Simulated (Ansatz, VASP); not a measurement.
Two plane-wave programs on Pd

```
Pd
1.0
     2.52618    0.00000    0.00000
     0.00000    2.52618    0.00000
     0.00000    0.00000    2.52618
Pd
1
Direct
  0.00000 0.00000 0.00000
```

Alike in both runs: task single point; functional revPBE; k mesh 13 × 13 × 13; occupations fermi-dirac, width 0.1 eV; no spin polarisation.

|  | VASP | Ansatz |
| --- | --- | --- |
| version | VASP 6.6.1 | Ansatz 0.2.0 |
| potentials or method | VASP PAW PBE potentials, release 64 (Pd) | plane waves (420 eV) with PAW, scalar-relativistic |
| plane-wave cutoff (eV) | 520 | 420 |
| valence electrons in the cell | 10 | 18 |

```csv
,VASP,Ansatz,Ansatz less VASP
pressure (GPa),19.0,19.5,+0.51
```

The two sets of potentials don't hold the same shells in valence.

Caveats: so large a pressure means that the cell lies far from this level's equilibrium, or that cutoff or potentials fall short (VASP); the potentials were made for another functional, which shifts forces and pressure (VASP).
